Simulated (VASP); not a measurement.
# Cu (Fd-3m) in VASP: a series of runs

The runs below take Cu through single point, with RPBE.

Everything below comes from runs of VASP 6.6.1. Logs are shortened: lines on timing, memory, paths and dates and some standing lists are left out, and cuts for length are marked.

**1. The crystal as given**

It takes space group Fd-3m (No. 227, cubic). The conventional cell has a = 5.445 Å, b = 5.445 Å, c = 5.445 Å, α = 90.00°, β = 90.00°, γ = 90.00°. Cu (site symmetry -43m) is surrounded by 4 Cu at 2.36 Å.

This isn't the form of Cu at room conditions, which is fcc.

**2. Single point, RPBE**

Contents of INCAR:

```
PREC = Accurate
ENCUT = 520
EDIFF = 1E-7
ISMEAR = -1
SIGMA = 0.1
LREAL = F
LASPH = T
NELM = 100
ALGO = Fast
ISIF = 2
LWAVE = F
LCHARG = F
GGA = RP
NBANDS = 18
```

Contents of KPOINTS:

```
Automatic mesh
0
Gamma
  16 16 16
```

Contents of POSCAR:

```
Cu
1.0
    0.0000000000      2.7225040729      2.7225040729
    2.7225040729      0.0000000000      2.7225040729
    2.7225040729      2.7225040729      0.0000000000
Cu
2
Direct
    0.1250000000      0.1250000000      0.1250000000
    0.8750000000      0.8750000000      0.8750000000
```

Potentials or basis: VASP PAW PBE potentials, release 64 (Cu).

Launch:

```console
> cat potpaw_PBE.64/Cu/POTCAR > POTCAR
> mpirun -np 1 vasp_std > vasp.out
```

OUTCAR:

```text
PREC = Accurate
   ENCUT = 520
   EDIFF = 1E-7
   ISMEAR = -1
   LREAL = F
   LASPH = T
   NELM = 100
   ISIF = 2
   GGA = RP

 ion  position               nearest neighbor table
   1  0.125  0.125  0.125-   2 2.36   2 2.36   2 2.36   2 2.36
   2  0.875  0.875  0.875-   1 2.36   1 2.36   1 2.36   1 2.36

  LATTYP: Found a face centered cubic cell.
 ALAT       =     5.4450081458

  Lattice vectors:

 A1 = (   0.0000000000,   2.7225040729,   2.7225040729)
 A2 = (   2.7225040729,   0.0000000000,   2.7225040729)
 A3 = (   2.7225040729,   2.7225040729,   0.0000000000)

Analysis of symmetry for initial positions (statically):
=====================================================================
 Subroutine PRICEL returns:
 Original cell was already a primitive cell.

 Routine SETGRP: Setting up the symmetry group for a
 face centered cubic supercell.

 Subroutine GETGRP returns: Found 48 space group operations
 (whereof 12 operations were pure point group operations)
 out of a pool of 48 trial point group operations.

The static configuration has the point symmetry D_3d.
 The point group associated with its full space group is O_h .

Analysis of symmetry for dynamics (positions and initial velocities):
=====================================================================
 Subroutine PRICEL returns:
 Original cell was already a primitive cell.

 Routine SETGRP: Setting up the symmetry group for a
 face centered cubic supercell.

 Subroutine GETGRP returns: Found 48 space group operations
 (whereof 12 operations were pure point group operations)
 out of a pool of 48 trial point group operations.

The dynamic configuration has the point symmetry D_3d.
 The point group associated with its full space group is O_h .

 Subroutine INISYM returns: Found 48 space group operations
 (whereof 12 operations are pure point group operations),
 and found     1 'primitive' translations

----------------------------------------------------------------------------------------

                                     Primitive cell

  volume of cell :      40.3586

  direct lattice vectors                    reciprocal lattice vectors
     0.000000000  2.722504073  2.722504073    -0.183654454  0.183654454  0.183654454
     2.722504073  0.000000000  2.722504073     0.183654454 -0.183654454  0.183654454
     2.722504073  2.722504073  0.000000000     0.183654454  0.183654454 -0.183654454

  length of vectors
     3.850202184  3.850202184  3.850202184     0.318098846  0.318098846  0.318098846

  position of ions in fractional coordinates (direct lattice)
     0.125000000  0.125000000  0.125000000
     0.875000000  0.875000000  0.875000000

  ion indices of the primitive-cell ions
   primitive index   ion index
                 1           1
                 2           2

----------------------------------------------------------------------------------------

 KPOINTS: Automatic mesh

Automatic generation of k-mesh.
 Grid dimensions read from file:
 generate k-points for:   16   16   16

 Generating k-lattice:

  Cartesian coordinates                     Fractional coordinates (reciprocal lattice)
    -0.011478403  0.011478403  0.011478403     0.062500000  0.000000000  0.000000000
     0.011478403 -0.011478403  0.011478403     0.000000000  0.062500000  0.000000000
     0.011478403  0.011478403 -0.011478403     0.000000000  0.000000000  0.062500000

  Length of vectors
     0.019881178  0.019881178  0.019881178

  Shift w.r.t. Gamma in fractional coordinates (k-lattice)
     0.000000000  0.000000000  0.000000000

 Subroutine IBZKPT returns following result:
 ===========================================

 Found    145 irreducible k-points:

 Following reciprocal coordinates:
            Coordinates               Weight
  0.000000  0.000000  0.000000      1.000000
  0.062500  0.000000  0.000000      8.000000
  0.125000  0.000000  0.000000      8.000000
  0.187500  0.000000  0.000000      8.000000
  0.250000  0.000000  0.000000      8.000000
  0.312500  0.000000  0.000000      8.000000
[... 16 lines left out ...]
 -0.125000  0.062500  0.000000     24.000000
 -0.062500  0.062500  0.000000     12.000000
 [... further k-points ...]
   k-points           NKPTS =    145   k-points in BZ     NKDIM =    145   number of bands    NBANDS=     18
   number of dos      NEDOS =    301   number of ions     NIONS =      2
   total plane-waves  NPLWV =  27000
   dimension x,y,z NGX =    30 NGY =   30 NGZ =   30
   dimension x,y,z NGXF=    60 NGYF=   60 NGZF=   60
   ions per type =               2
   NGX,Y,Z   is equivalent  to a cutoff of  12.95, 12.95, 12.95 a.u.
   NGXF,Y,Z  is equivalent  to a cutoff of  25.91, 25.91, 25.91 a.u.
 SYSTEM =  unknown system
   PREC   = accura    normal or accurate (medium, high low for compatibility)
   ISTART =      0    job   : 0-new  1-cont  2-samecut
   ICHARG =      2    charge: 1-file 2-atom 10-const
   ISPIN  =      1    spin polarized calculation?
   LNONCOLLINEAR =      F non collinear calculations
   LSORBIT =      F    spin-orbit coupling
   LASPH  =      T    aspherical Exc in radial PAW
   ENCUT  =  520.0 eV  38.22 Ry    6.18 a.u.   7.16  7.16  7.16*2*pi/ulx,y,z
   NELM   =    100;   NELMIN=  2; NELMDL= -5     # of ELM steps
   EDIFF  = 0.1E-06   stopping-criterion for ELM
   LREAL  =      F    real-space projection
   EDIFFG = 0.1E-05   stopping-criterion for IOM
   NSW    =      0    number of steps for IOM
   IBRION =     -1    ionic relax: 0-MD 1-quasi-New 2-CG
   NFREE  =      0    steps in history (QN), initial steepest desc. (CG)
   ISIF   =      2    stress and relaxation
   ISYM   =      2    0-nonsym 1-usesym 2-fastsym
   POTIM  = 0.5000    time-step for ionic-motion
   TEBEG  =    0.0;   TEEND  =   0.0 temperature during run
   PSTRESS=    0.0 pullay stress
   NELECT =      22.0000    total number of electrons
   NUPDOWN=      -1.0000    fix difference up-down
   EMIN   =  10.00;   EMAX   =-10.00  energy-range for DOS
   EFERMI =   0.00;   METHOD = LEGACY
   ISMEAR =    -1;   SIGMA  =   0.10  broadening in eV -4-tet -1-fermi 0-gaus
   EFERMI_NEDOS =   21; number of points for ismear=-14 and -15
   IALGO  =     68    algorithm
   IMIX   =      4    mixing-type and parameters
     AMIX     =   0.40;   BMIX     =  1.00
     AMIX_MAG =   1.60;   BMIX_MAG =  1.00
  volume/ion in A,a.u.               =      20.18       136.18
  Fermi-wavevector in a.u.,A,eV,Ry     =   1.337326  2.527179 24.333204  1.788440
  Thomas-Fermi vector in A             =   2.465883
   LORBIT       =      0    0 simple, 1 ext, 2 COOP (PROOUT), +10 PAW based schemes
   GGA     = RP    functional components
   LHFCALC =     F    Hartree Fock is set to
   AEXX    =    0.0000 exact exchange contribution
   IVDW    =     0    specifies the selected vdW correction
   LEPSILON=     F    determine dielectric tensor
   LRPA    =     F    only Hartree local field effects (RPA)
 non-spin polarized calculation
 RMM-DIIS sequential band-by-band and
  energy-cutoff  :      520.00
  volume of cell :       40.36
 maximum number of plane-waves:      1106
 NGX is ok and might be reduce to    30
   NGX = 15   NGY = 15   NGZ = 15

 number of electron      21.9999992 magnetization

 Free energy of the ion-electron system (eV)
  ---------------------------------------------------
  ext. energy  EPLUGINS =         0.00000000
  ---------------------------------------------------
  free energy    TOTEN  =        -4.62028943 eV

  energy without entropy =       -4.59411131  energy(sigma->0) =       -4.60720037

 E-fermi :   2.5664     XC(G=0):  -9.4576

 val. band max:        2.5457904963   @ k =  -0.2500   0.4375   0.1875
 cond. band min:       2.5666182203   @ k =  -0.3750   0.4375   0.1250
 fundamental gap:      0.0208277240
 Fermi energy:         2.5663978792

 k-point     1 :       0.0000    0.0000    0.0000
  band No.  band energies     occupation
      1      -3.4169      2.00000
      2      -0.2317      2.00000
      3      -0.2317      2.00000
      4      -0.2317      2.00000
      5      -0.2085      2.00000
      6      -0.2085      2.00000
[... 10 lines left out ...]
     17      12.9038      0.00000
     18      14.8902      0.00000

 k-point     2 :       0.0625    0.0000    0.0000
  band No.  band energies     occupation
      1      -3.3581      2.00000
      2      -0.2747      2.00000
      3      -0.2747      2.00000
      4      -0.2307      2.00000
      5      -0.1561      2.00000
      6      -0.1561      2.00000
[... 10 lines left out ...]
     17      13.3098      0.00000
     18      15.1225      0.00000

 k-point     3 :       0.1250    0.0000    0.0000
  band No.  band energies     occupation
      1      -3.1832      2.00000
      2      -0.3127      2.00000
      3      -0.3127      2.00000
      4      -0.2267      2.00000
      5      -0.0931      2.00000
      6      -0.0931      2.00000
[... 10 lines left out ...]
     17      13.8380      0.00000
     18      15.5072      0.00000

 k-point     4 :       0.1875    0.0000    0.0000
  band No.  band energies     occupation
      1      -2.8981      2.00000
      2      -0.3332      2.00000
      3      -0.3332      2.00000
      4      -0.2180      2.00000
      5      -0.0411      2.00000
      6      -0.0411      2.00000
[... 375 lines left out ...]
      4      -0.2145      2.00000
      5      -0.0568      2.00000
      6       0.0167      2.00000
[... 10 lines left out ...]
     17      14.4068      0.00000
     18      15.3065      0.00000

 k-point    23 :      -0.1250    0.0625    0.0000
  band No.  band energies     occupation
      1      -3.0485      2.00000
      2      -0.3619      2.00000
      3      -0.2882      2.00000
      4      -0.2216      2.00000
      5      -0.0944      2.00000
      6      -0.0335      2.00000
[... 10 lines left out ...]
     17      14.3695      0.00000
     18      15.1862      0.00000

 k-point    24 :      -0.0625    0.0625    0.0000
  band No.  band energies     occupation
      1      -3.2605      2.00000
      2      -0.3261      2.00000
      3      -0.2727      2.00000
      4      -0.2258      2.00000
      5      -0.1406      2.00000
      6      -0.0955      2.00000
[... 10 lines left out ...]
     17      13.8571      0.00000
     18      15.3450      0.00000

 [... further k-points ...]

------------------------ aborting loop because EDIFF is reached ----------------------------------------

  FORCE on cell =-STRESS in cart. coord.  units (eV):
  Direction    XX          YY          ZZ          XY          YZ          ZX
  --------------------------------------------------------------------------------------
  -------------------------------------------------------------------------------------
  Total        0.0711803      0.0711803      0.0711803     -0.0000000      0.0000000     -0.0000000
  in kB        2.8257573      2.8257573      2.8257573     -0.0000000      0.0000000     -0.0000000
  external PRESSURE =       2.8257573 kB  Pullay stress =       0.0000000 kB

 VOLUME and BASIS-vectors are now :
 -----------------------------------------------------------------------------
  energy-cutoff  :      520.00
  volume of cell :       40.36
      direct lattice vectors                 reciprocal lattice vectors
     0.000000000  2.722504073  2.722504073    -0.183654454  0.183654454  0.183654454
     2.722504073  0.000000000  2.722504073     0.183654454 -0.183654454  0.183654454
     2.722504073  2.722504073  0.000000000     0.183654454  0.183654454 -0.183654454

 POSITION                                       TOTAL-FORCE (eV/Angst)
 -----------------------------------------------------------------------------------
      0.68063      0.68063      0.68063        -0.000000     -0.000000     -0.000000
      4.76438      4.76438      4.76438         0.000000      0.000000      0.000000
 -----------------------------------------------------------------------------------
    total drift:                               -0.000000      0.000000      0.000000

  FREE ENERGIE OF THE ION-ELECTRON SYSTEM (eV)
  ---------------------------------------------------
  free  energy   TOTEN  =        -4.6202894255 eV

  energy  without entropy=       -4.5941113062  energy(sigma->0) =       -4.60720037
```

Run time: 3.6 min. Hardware: 1 thread of Intel Xeon Platinum 8175M at 2.50GHz (Skylake/Cascade Lake), shared host; peak memory 0.22 GiB.

Results:

| Item | Value |
| --- | --- |
| Free energy | -4.6203 eV |
| Pressure | 0.3 GPa |
| Band gap on the k mesh | none (metal or under the smearing width) |

Levels at points of the mesh, in eV from the Fermi level:
```tsv
k point	band 9	band 10	band 11	band 12	band 13	band 14
(0.00, 0.00, 0.00)	-1.78	-1.20	-1.20	9.39	9.39	9.39
(0.50, 0.00, 0.00)	-1.30	-1.27	-1.27	-0.41	6.86	6.86
(0.50, 0.50, 0.00)	-1.19	-1.19	0.20	0.20	3.72	3.72
```

Caveat: the PAW data sets were made with another functional, which shifts forces and pressure a little.

**3. Single point, RPBE**

This run uses another cell than the first one, of 21.79 Å³/atom, 1.080 times its volume.

Contents of INCAR:

```
SYSTEM = Cu
  ALGO = Normal
  EDIFF = 1E-6
  ENCUT = 520
  GGA = RP
  ISIF = 2
  ISMEAR = -1
  LASPH = .TRUE.
  LCHARG = .FALSE.
  LREAL = .FALSE.
  LWAVE = .FALSE.
  NBANDS = 18
  NELM = 60
  PREC = Accurate
  SIGMA = 0.1
```

Contents of KPOINTS:

```
k-points
0
G
  11 11 11
  0 0 0
```

Contents of POSCAR:

```
Cu
1.0
    0.0000000000      2.7932498876      2.7932498876
    2.7932498876      0.0000000000      2.7932498876
    2.7932498876      2.7932498876      0.0000000000
Cu
2
Direct
    0.1250000000      0.1250000000      0.1250000000
    0.8750000000      0.8750000000      0.8750000000
```

Potentials or basis: VASP PAW PBE potentials, release 64 (Cu).

Launch:

```console
> cat potpaw_PBE.64/Cu/POTCAR > POTCAR
> mpirun -np 1 vasp_std > vasp.out
```

It took 62 s on 1 thread of Intel Xeon Platinum 8175M at 2.50GHz (Skylake/Cascade Lake), shared host; peak memory 0.18 GiB.

Results (log left out):

```
Free energy            : -4.5956 eV
Pressure               : -2.8 GPa
Band gap on the k mesh : none (metal or under the smearing width)
```

Levels at points of the mesh, in eV from the Fermi level:
| k point | band 7 | band 8 | band 9 | band 10 | band 11 | band 12 | band 13 | band 14 | band 15 | band 16 |
| --- | --- | --- | --- | --- | --- | --- | --- | --- | --- | --- |
| (0.00, 0.00, 0.00) | -1.66 | -1.66 | -1.66 | -1.15 | -1.15 | 8.89 | 8.89 | 8.89 | 9.90 | 9.90 |

Caveat: the PAW data sets were made with another functional, which shifts forces and pressure a little.

**4. Single point, RPBE**

This run uses another cell than the first one, of 17.76 Å³/atom, 0.880 times its volume.

Contents of INCAR:

```
SYSTEM = Cu
  PREC = Accurate
  ENCUT = 520
  EDIFF = 1E-7
  ISMEAR = -1
  SIGMA = 0.1
  LREAL = .FALSE.
  LASPH = .TRUE.
  NELM = 60
  ALGO = Normal
  ISIF = 2
  LWAVE = .FALSE.
  LCHARG = .TRUE.
  GGA = RP
  LELF = .TRUE.
  LVHAR = .TRUE.
  NBANDS = 18
```

Contents of KPOINTS:

```
Automatic mesh
0
G
  11 11 11
  0 0 0
```

Contents of POSCAR:

```
Cu
1.0
    0.0000000000      2.6089320151      2.6089320151
    2.6089320151      0.0000000000      2.6089320151
    2.6089320151      2.6089320151      0.0000000000
Cu
2
Direct
    0.1250000000      0.1250000000      0.1250000000
    0.8750000000      0.8750000000      0.8750000000
```

Launch:

```console
> cat potpaw_PBE.64/Cu/POTCAR > POTCAR
> mpirun -np 1 vasp_std > vasp.out
```

Run time: 64 s. Hardware: 1 thread of Intel Xeon Platinum 8175M at 2.50GHz (Skylake/Cascade Lake), shared host; peak memory 0.17 GiB.

It converged, with:

| Property | Result |
| --- | --- |
| Free energy | -4.5043 eV |
| Pressure | 8.3 GPa |
| Band gap on the k mesh | none (metal or under the smearing width) |

Levels at points of the mesh, in eV from the Fermi level:
```tsv
k point	band 9	band 10	band 11	band 12	band 13	band 14
(0.00, 0.00, 0.00)	-2.01	-1.30	-1.30	10.29	10.29	10.29
```

Caveat: the PAW data sets were made with another functional, which shifts forces and pressure a little.

**5. Summary**

| cell | k mesh | gap on the mesh (eV) | pressure (GPa) |
| --- | --- | --- | --- |
| Fd-3m, 20.18 Å³/atom | 16 × 16 × 16 | none | 0.3 |
| Fd-3m, 21.79 Å³/atom | 11 × 11 × 11 | none | -2.8 |
| Fd-3m, 17.76 Å³/atom | 11 × 11 × 11 | none | 8.3 |

Alike in all rows: task single point; level RPBE; potentials or basis VASP PAW PBE potentials, release 64 (Cu); no spin polarisation; cutoff (eV) 520; smearing fermi-dirac 0.1 eV.

Every run on the cell as given and a fine mesh finds a metal.

Caveats: the PAW data sets were made with another functional, which shifts forces and pressure a little.

Total energies depend on the potentials used, so only differences within one code and one set of settings carry meaning.
